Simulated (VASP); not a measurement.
# ZnS (Wurtzite-2H) (P6_3mc) in VASP: a series of runs

One crystal, ZnS (Wurtzite-2H), is run at these levels: r2SCAN; tasks: relaxation of cell and atoms.

All numbers are computed with VASP 6.6.1; they aren't measurements. Logs are shortened: lines on timing, memory, paths and dates and some standing lists are left out, and cuts for length are marked.

### 1 Starting point

Symmetry: P6_3mc, No. 186, hexagonal system. Conventional cell: a = 3.811 Å, b = 3.811 Å, c = 6.234 Å, α = 90.00°, β = 90.00°, γ = 120.00°. Zn (site symmetry 3m) is surrounded by 4 S at 2.31 to 2.40 Å. S (site symmetry 3m) is surrounded by 4 Zn at 2.31 to 2.40 Å.

### 2 Relaxation of cell and atoms, r2SCAN

INCAR reads:

```
  PREC = Accurate
  ENCUT = 600
  EDIFF = 1E-6
  ISMEAR = 0
  SIGMA = 0.03
  LREAL = F
  LASPH = T
  NELM = 80
  ALGO = Normal
  ISIF = 3
  LWAVE = F
  LCHARG = F
  METAGGA = R2SCAN
  LMIXTAU = T
  IBRION = 2
  NSW = 90
  EDIFFG = -0.01
```

KPOINTS reads:

```
regular mesh
0
Gamma
  9 9 5
```

POSCAR reads:

```
ZnS
1.0
    3.8110000000      0.0000000000      0.0000000000
   -1.9055000000      3.3004228138      0.0000000000
    0.0000000000      0.0000000000      6.2340000000
Zn S
2 2
Direct
    0.3333333333      0.6666666667      0.0000000000
    0.6666666667      0.3333333333      0.5000000000
    0.3333333333      0.6666666667      0.3850000000
    0.6666666667      0.3333333333      0.8850000000
```

Potentials or basis: VASP PAW PBE potentials, release 64 (Zn, S).

Run with:

```
$ cat potpaw_PBE.64/Zn/POTCAR potpaw_PBE.64/S/POTCAR > POTCAR
$ mpirun -np 1 vasp_std > vasp.out
```

OUTCAR:

```text
PREC = Accurate
   ENCUT = 600
   EDIFF = 1E-6
   ISMEAR = 0
   LREAL = F
   LASPH = T
   NELM = 80
   ISIF = 3
   METAGGA = R2SCAN
   IBRION = 2
   NSW = 90
   EDIFFG = -0.01

 ion  position               nearest neighbor table
   1  0.333  0.667  0.000-   4 2.31   4 2.31   4 2.31   3 2.40
   2  0.667  0.333  0.500-   3 2.31   3 2.31   3 2.31   4 2.40
   3  0.333  0.667  0.385-   2 2.31   2 2.31   2 2.31   1 2.40
   4  0.667  0.333  0.885-   1 2.31   1 2.31   1 2.31   2 2.40

  LATTYP: Found a hexagonal cell.
 ALAT       =     3.8110000000
 C/A-ratio  =     1.6357911309

  Lattice vectors:

 A1 = (   3.8110000000,   0.0000000000,   0.0000000000)
 A2 = (  -1.9055000000,   3.3004228138,   0.0000000000)
 A3 = (   0.0000000000,   0.0000000000,   6.2340000000)

Analysis of symmetry for initial positions (statically):
=====================================================================
 Subroutine PRICEL returns:
 Original cell was already a primitive cell.

 Routine SETGRP: Setting up the symmetry group for a
 hexagonal supercell.

 Subroutine GETGRP returns: Found 12 space group operations
 (whereof  6 operations were pure point group operations)
 out of a pool of 24 trial point group operations.

The static configuration has the point symmetry C_3v.
 The point group associated with its full space group is C_6v.

Analysis of symmetry for dynamics (positions and initial velocities):
=====================================================================
 Subroutine PRICEL returns:
 Original cell was already a primitive cell.

 Routine SETGRP: Setting up the symmetry group for a
 hexagonal supercell.

 Subroutine GETGRP returns: Found 12 space group operations
 (whereof  6 operations were pure point group operations)
 out of a pool of 24 trial point group operations.

The dynamic configuration has the point symmetry C_3v.
 The point group associated with its full space group is C_6v.

 Subroutine INISYM returns: Found 12 space group operations
 (whereof  6 operations are pure point group operations),
 and found     1 'primitive' translations

----------------------------------------------------------------------------------------

                                     Primitive cell

[... 114 lines left out ...]
     AMIX_MAG =   1.60;   BMIX_MAG =  1.00
  volume/ion in A,a.u.               =      19.60       132.29
  Fermi-wavevector in a.u.,A,eV,Ry     =   1.262943  2.386617 21.701647  1.595026
  Thomas-Fermi vector in A             =   2.396326
   LORBIT       =      0    0 simple, 1 ext, 2 COOP (PROOUT), +10 PAW based schemes
   METAGGA = R2SCAN    functional components
   LHFCALC =     F    Hartree Fock is set to
   AEXX    =    0.0000 exact exchange contribution
   IVDW    =     0    specifies the selected vdW correction
   LEPSILON=     F    determine dielectric tensor
   LRPA    =     F    only Hartree local field effects (RPA)
 conjugate gradient relaxation of ions
 non-spin polarized calculation
 Gauss-broadening in eV      SIGMA  =   0.03
  energy-cutoff  :      600.00
  volume of cell :       78.41
 maximum number of plane-waves:      2639
   NGX = 15   NGY = 15   NGZ = 25

--------------------------------------- Ionic step        1  -------------------------------------------

 number of electron      36.0000045 magnetization

 Free energy of the ion-electron system (eV)
  ---------------------------------------------------
  ext. energy  EPLUGINS =         0.00000000
  ---------------------------------------------------
  free energy    TOTEN  =       -37.70387373 eV

  energy without entropy =      -37.70387373  energy(sigma->0) =      -37.70387373

------------------------ aborting loop because EDIFF is reached ----------------------------------------

  FORCE on cell =-STRESS in cart. coord.  units (eV):
  Direction    XX          YY          ZZ          XY          YZ          ZX
  --------------------------------------------------------------------------------------
  -------------------------------------------------------------------------------------
  Total        0.3694887      0.3694887     -0.5580921      0.0000000      0.0000000     -0.0000000
  in kB        7.5498178      7.5498178    -11.4035779      0.0000000      0.0000000     -0.0000000
  external PRESSURE =       1.2320193 kB  Pullay stress =       0.0000000 kB
[... 95 lines left out ...]
  FREE ENERGIE OF THE ION-ELECTRON SYSTEM (eV)
  ---------------------------------------------------
  free  energy   TOTEN  =       -37.7198809848 eV

  energy  without entropy=      -37.7198809848  energy(sigma->0) =      -37.71988098

[... ionic steps 4 to 7 ...]

--------------------------------------- Ionic step        8  -------------------------------------------

 number of electron      36.0000007 magnetization

------------------------ aborting loop because EDIFF is reached ----------------------------------------
[... 71 lines left out ...]
--------------------------------------- Ionic step       10  -------------------------------------------

 number of electron      36.0000006 magnetization

 Free energy of the ion-electron system (eV)
  ---------------------------------------------------
  ext. energy  EPLUGINS =         0.00000000
  ---------------------------------------------------
  free energy    TOTEN  =       -37.72573701 eV

  energy without entropy =      -37.72573701  energy(sigma->0) =      -37.72573701

 E-fermi :   2.0834     XC(G=0): -10.3107

 val. band max:        1.9135260015   @ k =   0.0000   0.0000   0.0000
 cond. band min:       4.6996025486   @ k =   0.0000   0.0000   0.0000
 fundamental gap:      2.7860765472
 Fermi energy:         2.0834098293

 k-point     1 :       0.0000    0.0000    0.0000
  band No.  band energies     occupation
      1     -11.8359      2.00000
      2     -10.8761      2.00000
      3      -4.6202      2.00000
      4      -4.6054      2.00000
      5      -4.6054      2.00000
      6      -4.5145      2.00000
[... 589 lines left out ...]
     21       7.8726      0.00000
     22      10.0261      0.00000

 [... further k-points ...]

------------------------ aborting loop because EDIFF is reached ----------------------------------------

  FORCE on cell =-STRESS in cart. coord.  units (eV):
  Direction    XX          YY          ZZ          XY          YZ          ZX
  --------------------------------------------------------------------------------------
  -------------------------------------------------------------------------------------
  Total       -0.0110681     -0.0110681     -0.0131337      0.0000000      0.0000000      0.0000000
  in kB       -0.2262354     -0.2262354     -0.2684566      0.0000000      0.0000000      0.0000000
  external PRESSURE =      -0.2403091 kB  Pullay stress =       0.0000000 kB
[... 19 lines left out ...]
  FREE ENERGIE OF THE ION-ELECTRON SYSTEM (eV)
  ---------------------------------------------------
  free  energy   TOTEN  =       -37.7257370111 eV

  energy  without entropy=      -37.7257370111  energy(sigma->0) =      -37.72573701

 reached required accuracy - stopping structural energy minimisation
```

CONTCAR:

```text
ZnS
   1.00000000000000
     3.8067882325649758   -0.0000000000000000   -0.0000000000000000
    -1.9033941162824879    3.2967753162065172   -0.0000000000000000
     0.0000000000000000    0.0000000000000000    6.2456165481438406
  Zn              S
     2     2
Direct
     0.3333333332999970    0.6666666667000030    0.0053560640321201
     0.6666666667000030    0.3333333332999970    0.5053560640321199
     0.3333333332999970    0.6666666667000030    0.3796439359678780
     0.6666666667000030    0.3333333332999970    0.8796439359678782

  0.00000000E+00  0.00000000E+00  0.00000000E+00
  0.00000000E+00  0.00000000E+00  0.00000000E+00
  0.00000000E+00  0.00000000E+00  0.00000000E+00
  0.00000000E+00  0.00000000E+00  0.00000000E+00
```

Wall time 27 min (1 thread of AMD EPYC 7R13 (Zen 3), shared host); peak memory 0.24 GiB.

Results:

```
Free energy                            : -37.7257 eV
Relaxed volume                         : 19.60 Å³/atom
Relaxed cell                           : a = 3.807 Å, b = 3.807 Å, c = 6.246 Å, α = 90.00°, β = 90.00°, γ = 120.00°
Space group after relaxing (to 0.05 Å) : P6_3mc (No. 186)
Energy gained by relaxing              : 5.5 meV/atom
Ionic steps                            : 10
Pressure after relaxing                : 0.0 GPa
Band gap on the k mesh                 : 2.79 eV, direct
```

Step by step:
```
step  energy change (eV)  largest force (eV/Å)  pressure (GPa)  volume (Å³)
   1              0.0000                0.3177            0.12        78.41
   2             -0.0156                0.1171           -0.16        78.58
   3             -0.0160                0.0744           -0.20        78.61
   4             -0.0197                0.0360            0.05        78.36
   5             -0.0211                0.0057            0.23        78.17
   6             -0.0205                0.0579            0.57        77.79
   7             -0.0214                0.0153            0.34        78.04
   8             -0.0216                0.0043           -0.20        78.56
   9             -0.0219                0.0045            0.09        78.31
  10             -0.0219                0.0019           -0.02        78.38
```

Final structure:
```xyz
4
Lattice="3.8068 0.0000 0.0000 -1.9034 3.2968 0.0000 0.0000 0.0000 6.2456" Properties=species:S:1:pos:R:3 pbc="T T T"
Zn    0.0000    2.1978    0.0335
Zn    1.9034    1.0989    3.1563
S     0.0000    2.1978    2.3711
S     1.9034    1.0989    5.4939
```

Levels at points of the mesh, in eV from the valence-band top:
```tsv
k point	band 15	band 16	band 17	band 18	band 19	band 20	band 21	band 22
(0.00, 0.00, 0.00)	-0.92	-0.08	0.00	0.00	2.79	3.62	6.80	6.80
```

Caveat: the PAW data sets were made with another functional, which shifts forces and pressure a little.

### 3 Relaxation of cell and atoms, r2SCAN

INCAR, as its differences from that of step 2:

```diff
@@ -2,3 +2,3 @@
   ENCUT = 600
-  EDIFF = 1E-6
+  EDIFF = 1E-7
   ISMEAR = 0
@@ -16,2 +16,2 @@
   NSW = 90
-  EDIFFG = -0.01
+  EDIFFG = -0.005
```

KPOINTS is that of step 2.

POSCAR reads:

```
ZnS                                     
1.0
    3.8067882326     -0.0000000000     -0.0000000000
   -1.9033941163      3.2967753162     -0.0000000000
    0.0000000000      0.0000000000      6.2456165481
  Zn              S             
     2     2
Direct
     0.3333333332999970    0.6666666667000030    0.0053560640321201
     0.6666666667000030    0.3333333332999970    0.5053560640321199
     0.3333333332999970    0.6666666667000030    0.3796439359678780
     0.6666666667000030    0.3333333332999970    0.8796439359678782
```

Potentials or basis: VASP PAW PBE potentials, release 64 (Zn, S).

Run with:

```
$ cat potpaw_PBE.64/Zn/POTCAR potpaw_PBE.64/S/POTCAR > POTCAR
$ mpirun -np 1 vasp_std > vasp.out
```

Wall time 5.3 min (1 thread of AMD EPYC 7R13 (Zen 3), shared host); peak memory 0.22 GiB.

The run converged. Its results:

```
Free energy             : -37.7257 eV
Pressure after relaxing : 0.0 GPa
Band gap on the k mesh  : 2.79 eV, direct
```

Final structure:
```
CELL_PARAMETERS angstrom
3.80679 0.00000 0.00000
-1.90339 3.29678 0.00000
0.00000 0.00000 6.24562
ATOMIC_POSITIONS crystal
Zn 0.33333 0.66667 0.00536
Zn 0.66667 0.33333 0.50536
S 0.33333 0.66667 0.37964
S 0.66667 0.33333 0.87964
```

Levels at points of the mesh, in eV from the valence-band top:
| k point | band 15 | band 16 | band 17 | band 18 | band 19 | band 20 | band 21 | band 22 |
| --- | --- | --- | --- | --- | --- | --- | --- | --- |
| (0.00, 0.00, 0.00) | -0.92 | -0.08 | 0.00 | 0.00 | 2.79 | 3.62 | 6.80 | 6.80 |

Caveat: the relaxation stopped at its first step, so nothing moved; the PAW data sets were made with another functional, which shifts forces and pressure a little. r2SCAN opens gaps a little over a GGA but as a rule still falls short of measured ones.
